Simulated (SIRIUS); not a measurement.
# Ni (Fm-3m) in SIRIUS: equation of state

Aim: energy against volume of Ni in PBEsol, for its equilibrium volume and stiffness.

Program: SIRIUS 7.12.0. These are calculated values, not measurements. Logs are shortened: lines on timing, memory, paths and dates and some standing lists are left out, and cuts for length are marked. The log counts tension as positive stress, the text compression.

## Step 1: The crystal as given

The structure is cubic, space group Fm-3m (No. 225). Conventional cell: a = 3.475 Å, b = 3.475 Å, c = 3.475 Å, α = 90.00°, β = 90.00°, γ = 90.00°. Around Ni (site symmetry m-3m) lie 12 Ni at 2.46 Å.

## Step 2: Equation of state, PBEsol, collinear spin, ferromagnetic start, 9.86 Å³/atom (volume scaled by 0.94)

File sirius.json:

```json
{
  "control": {
    "processing_unit": "cpu",
    "std_evp_solver_name": "lapack",
    "gen_evp_solver_name": "lapack",
    "verbosity": 2,
    "print_forces": false,
    "ortho_rf": true,
    "use_second_variation": true,
    "rmt_max": 3.0,
    "num_bands_to_print": 19,
    "save_wf": true
  },
  "parameters": {
    "electronic_structure_method": "full_potential_lapwlo",
    "xc_functionals": ["XC_GGA_X_PBE_SOL", "XC_GGA_C_PBE_SOL"],
    "core_relativity": "dirac",
    "valence_relativity": "iora",
    "num_fv_states": 19,
    "smearing": "fermi_dirac",
    "smearing_width": 0.0018374661,
    "pw_cutoff": 20,
    "gk_cutoff": 3.93,
    "lmax_apw": 10,
    "lmax_rho": 8,
    "lmax_pot": 8,
    "num_mag_dims": 1,
    "auto_rmt": 0,
    "ngridk": [13, 13, 13],
    "shiftk": [0, 0, 0],
    "num_dft_iter": 80,
    "energy_tol": 1e-07,
    "density_tol": 1e-05,
    "use_symmetry": true
  },
  "settings": {"tol_ne": 1e-10},
  "iterative_solver": {"type": "exact"},
  "mixer": {"type": "anderson", "beta": 0.4, "max_history": 8},
  "unit_cell": {
    "lattice_vectors": [[0.0, 3.2165071982, 3.2165071982], [3.2165071982, 0.0, 3.2165071982], [3.2165071982, 3.2165071982, 0.0]],
    "atom_types": ["Ni"],
    "atom_files": {"Ni": "Ni.json"},
    "atoms": {"Ni": [[0.0, 0.0, 0.0, 0.0, 0.0, 1.0]]}
  }
}
```

File Ni.json:

```json
{
  "name": "nickel",
  "symbol": "Ni",
  "number": 28,
  "mass": 58.6934,
  "rmin": 1e-06,
  "rmt": 2.24,
  "nrmt": 800,
  "rinf": 14.89,
  "core": "1s2s2p",
  "valence": [
    {"basis": [{"enu": 0.13, "dme": 0, "n": 0, "auto": 0}, {"enu": 0.13, "dme": 1, "n": 0, "auto": 0}]},
    {"l": 0, "n": 1, "basis": [{"enu": 0.23, "dme": 0, "n": 0, "auto": 0}]},
    {"l": 1, "n": 2, "basis": [{"enu": 0.23, "dme": 0, "n": 0, "auto": 0}]},
    {"l": 2, "n": 3, "basis": [{"enu": 0.2191, "dme": 0, "n": 0, "auto": 0}]},
    {"l": 3, "n": 4, "basis": [{"enu": 0.23, "dme": 0, "n": 0, "auto": 0}]}
  ],
  "lo": [
    {"l": 0, "basis": [{"enu": 0.23, "dme": 0, "n": 0, "auto": 0}, {"enu": 0.23, "dme": 1, "n": 0, "auto": 0}]},
    {
      "l": 0,
      "basis": [{"enu": -3.6066, "dme": 0, "n": 3, "auto": 1}, {"enu": -3.6066, "dme": 1, "n": 3, "auto": 1}]
    },
    {
      "l": 0,
      "basis": [{"enu": -3.6066, "dme": 1, "n": 3, "auto": 1}, {"enu": 0.23, "dme": 0, "n": 0, "auto": 0}]
    },
    {"l": 0, "basis": [{"enu": 0.23, "dme": 0, "n": 0, "auto": 0}, {"enu": 3.4188, "dme": 0, "n": 0, "auto": 0}]},
    {"l": 1, "basis": [{"enu": 0.23, "dme": 0, "n": 0, "auto": 0}, {"enu": 0.23, "dme": 1, "n": 0, "auto": 0}]},
    {
      "l": 1,
      "basis": [{"enu": -2.1709, "dme": 0, "n": 3, "auto": 1}, {"enu": -2.1709, "dme": 1, "n": 3, "auto": 1}]
    },
    {
      "l": 1,
      "basis": [{"enu": -2.1709, "dme": 1, "n": 3, "auto": 1}, {"enu": 0.23, "dme": 0, "n": 0, "auto": 0}]
    },
    {"l": 1, "basis": [{"enu": 0.23, "dme": 0, "n": 0, "auto": 0}, {"enu": 3.8971, "dme": 0, "n": 0, "auto": 0}]},
    {
      "l": 2,
      "basis": [{"enu": 0.2191, "dme": 0, "n": 0, "auto": 0}, {"enu": 0.2191, "dme": 1, "n": 0, "auto": 0}]
    },
    {
      "l": 2,
      "basis": [{"enu": 0.2191, "dme": 1, "n": 0, "auto": 0}, {"enu": 0.2191, "dme": 2, "n": 0, "auto": 0}]
    },
    {
      "l": 2,
      "basis": [{"enu": 0.2191, "dme": 0, "n": 0, "auto": 0}, {"enu": 3.3281, "dme": 0, "n": 0, "auto": 0}]
    },
    {"l": 3, "basis": [{"enu": 0.23, "dme": 0, "n": 0, "auto": 0}, {"enu": 0.23, "dme": 1, "n": 0, "auto": 0}]},
    {"l": 3, "basis": [{"enu": 0.23, "dme": 0, "n": 0, "auto": 0}, {"enu": 3.6978, "dme": 0, "n": 0, "auto": 0}]}
  ],
  "free_atom": [... radial grid and density of the free atom, the start of the SCF ...]
}
```

File sirius_start.json:

```json
{
  "control": {
    "processing_unit": "cpu",
    "std_evp_solver_name": "lapack",
    "gen_evp_solver_name": "lapack",
    "verbosity": 1,
    "print_forces": false,
    "ortho_rf": true,
    "use_second_variation": true,
    "rmt_max": 3.0,
    "num_bands_to_print": 19,
    "save_wf": false
  },
  "parameters": {
    "electronic_structure_method": "full_potential_lapwlo",
    "xc_functionals": ["XC_LDA_X", "XC_LDA_C_PW"],
    "core_relativity": "dirac",
    "valence_relativity": "iora",
    "num_fv_states": 19,
    "smearing": "fermi_dirac",
    "smearing_width": 0.0055123983,
    "pw_cutoff": 20,
    "gk_cutoff": 3.14,
    "lmax_apw": 10,
    "lmax_rho": 8,
    "lmax_pot": 8,
    "num_mag_dims": 1,
    "auto_rmt": 0,
    "ngridk": [5, 5, 5],
    "shiftk": [0, 0, 0],
    "num_dft_iter": 30,
    "energy_tol": 0.01,
    "density_tol": 0.05,
    "use_symmetry": true
  },
  "settings": {"tol_ne": 1e-10},
  "iterative_solver": {"type": "exact"},
  "mixer": {"type": "anderson", "beta": 0.4, "max_history": 8},
  "unit_cell": {
    "lattice_vectors": [[0.0, 3.2165071982, 3.2165071982], [3.2165071982, 0.0, 3.2165071982], [3.2165071982, 3.2165071982, 0.0]],
    "atom_types": ["Ni"],
    "atom_files": {"Ni": "Ni.json"},
    "atoms": {"Ni": [[0.0, 0.0, 0.0, 0.0, 0.0, 1.0]]}
  }
}
```

Potentials or basis: all-electron FP-LAPW, apw+lo standard.

Run with:

```sh
OMP_NUM_THREADS=1 sirius.scf --input=sirius_start.json --output=start.json
OMP_NUM_THREADS=1 sirius.scf --input=sirius.json --output=output.json --task=1
```

Standard output:

```text
[info] SIRIUS version : 7.12.0
[info] number of MPI ranks           : 1
[info] MPI grid                      : 1 1
[info] maximum number of OMP threads : 1
[fft] FFT context for density and potential
[fft] =====================================
[fft]   plane wave cutoff                     : 20
[fft]   grid size                             : 32 32 32   total : 32768
[fft]   grid limits                           : -15 16   -15 16   -15 16
[fft]   number of G-vectors within the cutoff : 9089
[fft]   number of G-shells                    : 279
[fft] FFT context for coarse grid
[fft] =====================================
[fft]   plane wave cutoff                     : 7.86
[fft]   grid size                             : 15 15 15   total : 3375
[fft]   grid limits                           : -7 7   -7 7   -7 7
[fft]   number of G-vectors within the cutoff : 537
[fft]   number of G-shells                    : 27
[unit cell] lattice vectors
[unit cell]   a1 :       0.0000000000      3.2165071982      3.2165071982
[unit cell]   a2 :       3.2165071982      0.0000000000      3.2165071982
[unit cell]   a3 :       3.2165071982      3.2165071982      0.0000000000
[unit cell] reciprocal lattice vectors
[unit cell]   b1 :      -0.9767093496      0.9767093496      0.9767093496
[unit cell]   b2 :       0.9767093496     -0.9767093496      0.9767093496
[unit cell]   b3 :       0.9767093496      0.9767093496     -0.9767093496
[unit cell] unit cell volume :        66.55544302 [a.u.^3]
[unit cell] 1/sqrt(omega)    :         0.12257678
[unit cell] MT volume        :        47.07958916 (70.74%)
[unit cell] IT volume        :        19.47585386 (29.26%)
[unit cell] number of atom types : 1
[unit cell] type id : 0 symbol : Ni mt_radius :   2.240000 num_atoms : 1
[unit cell] total number of atoms : 1
[unit cell] number of symmetry classes : 1
[unit cell] atom id  type id  class id             position                      vector_field
[unit cell] ------------------------------------------------------------------------------------------
[unit cell]      0        0        0      0.00000   0.00000   0.00000      0.00000   0.00000   1.00000
[unit cell] atom id         position (Cartesian, a.u.)
[unit cell] ---------------------------------------------
[unit cell]      0       0.000000    0.000000    0.000000
[unit cell] class id : 0 atom id : 0
[unit cell] minimum bond length:     4.548828
[sym] space group number   : 225
[sym] international symbol : Fm-3m
[sym] Hall symbol          : -F 4 2 3
[sym] space group transformation matrix :
[... 329 lines left out ...]
[diagonalize]            -3.447955   -1.997476   -1.992914   -1.992914    0.042515    0.236178    0.262137    0.262137    0.302108    0.302108    0.932677    1.232385    1.323606    1.323606    1.535142    1.535142    1.559625    1.767737    1.767737
[diagonalize] ik:    4   -3.478856   -2.030790   -2.024014   -2.024014    0.084303    0.217059    0.232873    0.232873    0.285744    0.285744    0.783484    1.203939    1.300933    1.300933    1.468089    1.468089    1.591179    1.854899    1.854899
[diagonalize]            -3.447478   -2.000317   -1.993314   -1.993314    0.089784    0.237279    0.258464    0.258464    0.313150    0.313150    0.793655    1.203212    1.307683    1.307683    1.472983    1.472983    1.594685    1.862012    1.862012
[diagonalize] ...
[diagonalize] ik:   79   -3.477664   -2.031256   -2.029915   -2.026570    0.172130    0.185088    0.206161    0.270440    0.303508    0.556126    0.603387    0.772251    0.863911    1.375143    1.528433    1.690057    1.829742    1.993241    2.173337
[diagonalize]            -3.446253   -2.000789   -1.999403   -1.995949    0.188874    0.206637    0.228950    0.294370    0.334664    0.567626    0.614878    0.781031    0.871018    1.379471    1.532358    1.695652    1.836728    1.994902    2.177138
[diagonalize] ik:   80   -3.477762   -2.031388   -2.029465   -2.026163    0.174420    0.192897    0.194284    0.270945    0.296613    0.475978    0.686306    0.770292    0.910781    1.406859    1.467491    1.679558    1.901768    1.935293    2.125148
[diagonalize]            -3.446354   -2.000927   -1.998938   -1.995529    0.189752    0.215774    0.215890    0.294727    0.327503    0.490768    0.696683    0.778511    0.917820    1.410761    1.471543    1.686130    1.907903    1.936980    2.129403
[diagonalize] ik:   81   -3.477610   -2.032387   -2.028570   -2.027147    0.152262    0.168342    0.239337    0.285392    0.309154    0.500612    0.728156    0.749518    0.811784    1.291381    1.447729    1.712758    1.991103    2.155107    2.195259
[diagonalize]            -3.446198   -2.001955   -1.998013   -1.996545    0.168220    0.191100    0.262413    0.309928    0.340769    0.511970    0.738611    0.758008    0.817881    1.297227    1.453945    1.715924    1.997493    2.157239    2.196300
[diagonalize] ik:   82   -3.477592   -2.031630   -2.029556   -2.027072    0.161213    0.177729    0.222144    0.276888    0.309041    0.566535    0.654888    0.721485    0.820820    1.342915    1.553158    1.629338    1.882172    2.105624    2.255189
[diagonalize]            -3.446180   -2.001173   -1.999031   -1.996467    0.177778    0.200155    0.245060    0.300941    0.340661    0.576989    0.664680    0.731659    0.827707    1.348020    1.559114    1.632580    1.889056    2.107191    2.258151
[diagonalize] ik:   83   -3.477601   -2.031021   -2.030058   -2.027127    0.166408    0.190769    0.203817    0.272447    0.309093    0.576115    0.654492    0.735211    0.785651    1.449989    1.503416    1.616783    1.818040    2.150905    2.201994
[diagonalize]            -3.446189   -2.000544   -1.999550   -1.996525    0.182996    0.213457    0.226312    0.296235    0.340711    0.587181    0.664362    0.744639    0.793261    1.454261    1.507375    1.622428    1.825080    2.152176    2.204316
[generate_core_charge_density] atom class : 0
[generate_core_charge_density]   n,l,k : 1 0 1  energy :        -300.84721524
[generate_core_charge_density]   n,l,k : 2 0 1  energy :         -35.42938603
[generate_core_charge_density]   n,l,k : 2 1 1  energy :         -30.83832294
[generate_core_charge_density]   n,l,k : 2 1 2  energy :         -30.19658083
[find] total moment          : [  0.00000,   0.00000,   0.63266], magnitude : 0.632663
[find] Total energy                   :   -1519.55683473 (Ha),   -3039.11366945 (Ry)
[find] iteration : 1, RMS (target) : 7.1549e-02 (1.0000e-05) , energy difference (target) : -2.2610e-05 (1.0000e-07)
[find] total moment          : [  0.00000,   0.00000,   0.62899], magnitude : 0.628992
[find] Total energy                   :   -1519.55677195 (Ha),   -3039.11354391 (Ry)
[find] iteration : 2, RMS (target) : 1.9262e-02 (1.0000e-05) , energy difference (target) : 6.2774e-05 (1.0000e-07)
[find] total moment          : [  0.00000,   0.00000,   0.62417], magnitude : 0.624168
[find] Total energy                   :   -1519.55685780 (Ha),   -3039.11371561 (Ry)
[find] iteration : 3, RMS (target) : 2.3738e-03 (1.0000e-05) , energy difference (target) : -8.5851e-05 (1.0000e-07)
[find] total moment          : [  0.00000,   0.00000,   0.62367], magnitude : 0.623671
[find] Total energy                   :   -1519.55685772 (Ha),   -3039.11371544 (Ry)
[find] iteration : 4, RMS (target) : 4.4539e-04 (1.0000e-05) , energy difference (target) : 8.6136e-08 (1.0000e-07)
[find] total moment          : [  0.00000,   0.00000,   0.62383], magnitude : 0.623827
[... 20 lines left out ...]
[find] valence_eval_sum               :     -16.45111622
[find] core_eval_sum                  :    -854.83980314
[find] kinetic energy                 :    1543.44792958
[find] enuc                           :   -1834.14972985
[find] <rho|V^{XC}>                   :     -81.66963304
[find] <rho|E^{XC}>                   :     -62.32539878
[find] <mag|B^{XC}>                   :      -0.00990946
[find] <rho|V^{H}>                    :   -2333.05930644
[find] smearing (-TS)                 :      -0.00043314
[find] SCF correction                 :      -0.00000571
[find] Total energy                   :   -1519.55685798 (Ha),   -3039.11371597 (Ry)
[find] Free energy (E-TS)             :   -1519.55729113 (Ha),   -3039.11458225 (Ry)
[find] band gap (eV)                  :       0.00000000
[find] Efermi                         :       0.34000032
[find] iteration : 8, RMS (target) : 3.1758e-06 (1.0000e-05) , energy difference (target) : -9.3181e-08 (1.0000e-07)
[find] converged after 9 SCF iterations!
[find] Charges and magnetic moments
[find] --------------------------------------------------------------------------------
[find] atom      charge    core leakage                 moment                |moment|
[find] --------------------------------------------------------------------------------
[find]    0   27.146283    2.762392e-13  [  0.00000,   0.00000,   0.64487]    0.644873
[find] total core leakage    : 2.76239185e-13
[find] interstitial charge   : 0.853716
[find] interstitial moment   : [  0.00000,   0.00000,  -0.02102], magnitude : 0.021020
[find] total charge          : 28.000000
[find] total moment          : [  0.00000,   0.00000,   0.62385], magnitude : 0.623853
[find] Energy
[find] --------------------------------------------------------------------------------
[find] valence_eval_sum               :     -16.45111622
[find] core_eval_sum                  :    -854.83980314
[find] kinetic energy                 :    1543.44792958
[find] enuc                           :   -1834.14972985
[find] <rho|V^{XC}>                   :     -81.66963304
[find] <rho|E^{XC}>                   :     -62.32539878
[find] <mag|B^{XC}>                   :      -0.00990946
[find] <rho|V^{H}>                    :   -2333.05930644
[find] smearing (-TS)                 :      -0.00043314
[find] SCF correction                 :      -0.00000571
[find] Total energy                   :   -1519.55685798 (Ha),   -3039.11371597 (Ry)
[find] Free energy (E-TS)             :   -1519.55729113 (Ha),   -3039.11458225 (Ry)
[find] band gap (eV)                  :       0.00000000
[find] Efermi                         :       0.34000032
```

Wall time 19 s (1 thread of AMD EPYC 9R45 (Zen 5), shared host); peak memory 0.46 GiB.

What came out:

| Property | Result |
| --- | --- |
| Free energy | -41349.2604 eV |
| Band gap on the k mesh | none (metal or under the smearing width) |
| Net moment | 0.62 μB per cell |
| Site moments | Ni +0.64 μB |
| All electrons inside the program's atomic spheres | Ni 27.15 (radii Ni 2.24 bohr) |

## Step 3: Equation of state, PBEsol, collinear spin, ferromagnetic start, 10.07 Å³/atom (volume scaled by 0.96)

Edit sirius.json of step 2 so:

```diff
@@ -39,3 +39,3 @@
   "unit_cell": {
-    "lattice_vectors": [[0.0, 3.2165071982, 3.2165071982], [3.2165071982, 0.0, 3.2165071982], [3.2165071982, 3.2165071982, 0.0]],
+    "lattice_vectors": [[0.0, 3.2391594039, 3.2391594039], [3.2391594039, 0.0, 3.2391594039], [3.2391594039, 3.2391594039, 0.0]],
     "atom_types": ["Ni"],
```

File Ni.json:

```json
{
  "name": "nickel",
  "symbol": "Ni",
  "number": 28,
  "mass": 58.6934,
  "rmin": 1e-06,
  "rmt": 2.24,
  "nrmt": 800,
  "rinf": 14.89,
  "core": "1s2s2p",
  "valence": [
    {"basis": [{"enu": 0.12, "dme": 0, "n": 0, "auto": 0}, {"enu": 0.12, "dme": 1, "n": 0, "auto": 0}]},
    {"l": 0, "n": 1, "basis": [{"enu": 0.22, "dme": 0, "n": 0, "auto": 0}]},
    {"l": 1, "n": 2, "basis": [{"enu": 0.22, "dme": 0, "n": 0, "auto": 0}]},
    {"l": 2, "n": 3, "basis": [{"enu": 0.2091, "dme": 0, "n": 0, "auto": 0}]},
    {"l": 3, "n": 4, "basis": [{"enu": 0.22, "dme": 0, "n": 0, "auto": 0}]}
  ],
  "lo": [
    {"l": 0, "basis": [{"enu": 0.22, "dme": 0, "n": 0, "auto": 0}, {"enu": 0.22, "dme": 1, "n": 0, "auto": 0}]},
    {
      "l": 0,
      "basis": [{"enu": -3.6166, "dme": 0, "n": 3, "auto": 1}, {"enu": -3.6166, "dme": 1, "n": 3, "auto": 1}]
    },
    {
      "l": 0,
      "basis": [{"enu": -3.6166, "dme": 1, "n": 3, "auto": 1}, {"enu": 0.22, "dme": 0, "n": 0, "auto": 0}]
    },
    {"l": 0, "basis": [{"enu": 0.22, "dme": 0, "n": 0, "auto": 0}, {"enu": 3.4088, "dme": 0, "n": 0, "auto": 0}]},
    {"l": 1, "basis": [{"enu": 0.22, "dme": 0, "n": 0, "auto": 0}, {"enu": 0.22, "dme": 1, "n": 0, "auto": 0}]},
    {
      "l": 1,
      "basis": [{"enu": -2.1809, "dme": 0, "n": 3, "auto": 1}, {"enu": -2.1809, "dme": 1, "n": 3, "auto": 1}]
    },
    {
      "l": 1,
      "basis": [{"enu": -2.1809, "dme": 1, "n": 3, "auto": 1}, {"enu": 0.22, "dme": 0, "n": 0, "auto": 0}]
    },
    {"l": 1, "basis": [{"enu": 0.22, "dme": 0, "n": 0, "auto": 0}, {"enu": 3.8871, "dme": 0, "n": 0, "auto": 0}]},
    {
      "l": 2,
      "basis": [{"enu": 0.2091, "dme": 0, "n": 0, "auto": 0}, {"enu": 0.2091, "dme": 1, "n": 0, "auto": 0}]
    },
    {
      "l": 2,
      "basis": [{"enu": 0.2091, "dme": 1, "n": 0, "auto": 0}, {"enu": 0.2091, "dme": 2, "n": 0, "auto": 0}]
    },
    {
      "l": 2,
      "basis": [{"enu": 0.2091, "dme": 0, "n": 0, "auto": 0}, {"enu": 3.3181, "dme": 0, "n": 0, "auto": 0}]
    },
    {"l": 3, "basis": [{"enu": 0.22, "dme": 0, "n": 0, "auto": 0}, {"enu": 0.22, "dme": 1, "n": 0, "auto": 0}]},
    {"l": 3, "basis": [{"enu": 0.22, "dme": 0, "n": 0, "auto": 0}, {"enu": 3.6878, "dme": 0, "n": 0, "auto": 0}]}
  ],
  "free_atom": [... radial grid and density of the free atom, the start of the SCF ...]
}
```

Edit sirius_start.json of step 2 so:

```diff
@@ -39,3 +39,3 @@
   "unit_cell": {
-    "lattice_vectors": [[0.0, 3.2165071982, 3.2165071982], [3.2165071982, 0.0, 3.2165071982], [3.2165071982, 3.2165071982, 0.0]],
+    "lattice_vectors": [[0.0, 3.2391594039, 3.2391594039], [3.2391594039, 0.0, 3.2391594039], [3.2391594039, 3.2391594039, 0.0]],
     "atom_types": ["Ni"],
```

Potentials or basis: all-electron FP-LAPW, apw+lo standard.

Run with:

```sh
OMP_NUM_THREADS=1 sirius.scf --input=sirius_start.json --output=start.json
OMP_NUM_THREADS=1 sirius.scf --input=sirius.json --output=output.json --task=1
```

Run time: 18 s. Hardware: 1 thread of AMD EPYC 9R45 (Zen 5), shared host; peak memory 0.46 GiB.

It converged, with:

* Free energy: -41349.2739 eV
* Band gap on the k mesh: none (metal or under the smearing width)
* Net moment: 0.63 μB per cell
* Site moments: Ni +0.65 μB
* All electrons inside the program's atomic spheres: Ni 27.11 (radii Ni 2.24 bohr)

(Continued in part 2 of 3.)
